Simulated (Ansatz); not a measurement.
**NaCl (I4_1md) at 3 levels of theory**

One geometry, relaxed with PBE; plane waves with PAW potentials in Ansatz, scalar-relativistic. No spin polarisation. Gaps are the least over mesh and band path; pressure is positive in compression, and isn't given for hybrids.

```cif
data_structure
_symmetry_space_group_name_H-M 'P 1'
_symmetry_Int_Tables_number 1
_cell_length_a 7.3062
_cell_length_b 7.3062
_cell_length_c 7.3062
_cell_angle_alpha 150.635
_cell_angle_beta 150.635
_cell_angle_gamma 42.011
_cell_volume 93.56
loop_
_atom_site_label
_atom_site_type_symbol
_atom_site_fract_x
_atom_site_fract_y
_atom_site_fract_z
_atom_site_occupancy
Na1 Na 0.29337 0.29337 0.00000 1
Na2 Na 0.04337 0.54337 0.50000 1
Cl1 Cl 0.45663 0.95663 0.50000 1
Cl2 Cl 0.70663 0.70663 0.00000 1
```

```
level  cutoff (eV)  k mesh  gap (eV)  pressure (GPa)
  PBE          420   8×8×8      4.43             0.0
```

Q: What comes out on the same cell with HSE06, LDA?

A:
| level | cutoff (eV) | k mesh | gap (eV) | pressure (GPa) |
| --- | --- | --- | --- | --- |
| HSE06 | 420 | 6×6×6 | 5.75 | - |
| LDA | 420 | 8×8×8 | 4.03 | -2.9 |

The structure comes from a generated guess; another structure or a mixture of phases may lie lower.
